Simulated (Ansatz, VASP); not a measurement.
## SrVO3 in VASP and in Ansatz

Contents of INCAR:

```
SYSTEM = SrVO3
PREC = Accurate
ENCUT = 520
EDIFF = 1E-6
ISMEAR = 0
SIGMA = 0.05
LREAL = .FALSE.
LASPH = .TRUE.
NELM = 150
ALGO = Normal
ISIF = 2
LWAVE = .FALSE.
LCHARG = .TRUE.
ISPIN = 2
MAGMOM = 0 1 0 0 0
LORBIT = 11
LMAXMIX = 4
GGA = PE
LELF = .TRUE.
LVHAR = .TRUE.
NBANDS = 32
```

KPOINTS

```
Automatic mesh
0
G
  8 8 8
  0 0 0
```

Contents of POSCAR:

```
SrVO3
1.0
    3.8409000000      0.0000000000      0.0000000000
    0.0000000000      3.8409000000      0.0000000000
    0.0000000000      0.0000000000      3.8409000000
Sr V O
1 1 3
Direct
    0.5000000000      0.5000000000      0.5000000000
    0.0000000000      0.0000000000      0.0000000000
    0.5000000000      0.0000000000      0.0000000000
    0.0000000000      0.5000000000      0.0000000000
    0.0000000000      0.0000000000      0.5000000000
```

Input for Ansatz:

```yaml
crystal:
  lattice:
    - [3.8409, 0.0, 0.0]
    - [0.0, 3.8409, 0.0]
    - [0.0, 0.0, 3.8409]
  atoms:
    - { symbol: Sr, position: [0.5, 0.5, 0.5] }
    - { symbol: V, position: [0.0, 0.0, 0.0], spin: 1.0 }
    - { symbol: O, position: [0.5, 0.0, 0.0] }
    - { symbol: O, position: [0.0, 0.5, 0.0] }
    - { symbol: O, position: [0.0, 0.0, 0.5] }
basis:
  ecutwfc: 420
  ecutrho_ratio: 4
kpoints:
  mp_grid: { grid: [8, 8, 8] }
hamiltonian:
  xc: pbe
scf:
  occupations: { method: gaussian, width: 0.05 }
output:
  forces: true
  stress: true
  eigenvalues: true
  populations: true
magnetization:
  spin_polarized: true
```

Alike in both runs: task single point; functional PBE; k mesh 8 × 8 × 8; occupations gaussian, width 0.05 eV; collinear spin.

|  | VASP | Ansatz |
| --- | --- | --- |
| version | VASP 6.6.1 | Ansatz 0.2.0 |
| potentials or method | VASP PAW PBE potentials, release 64 (Sr_sv, V_sv, O) | scalar-relativistic, plane waves, PAW |
| plane-wave cutoff (eV) | 520 | 420 |
| valence electrons in the cell | 41 | 41 |

|  | VASP | Ansatz | Ansatz less VASP |
| --- | --- | --- | --- |
| gap on the k mesh at the Fermi level (eV) | none | none | - |
| pressure (GPa) | 3.4 | 2.5 | -0.91 |
| net moment per atom (μB) | 0.03 | 0.03 | 0.000 |
| size of the moment on the site where the two differ most (μB) | 0.14 | 0.11 | -0.027 |

Site moments also hang on the region over which each program counts them. A gap of «none» marks a metal or a gap that the smearing closes.

Caveats: semilocal functionals often make such compounds metallic where correlation or magnetic order opens a gap, which also shifts bond lengths.
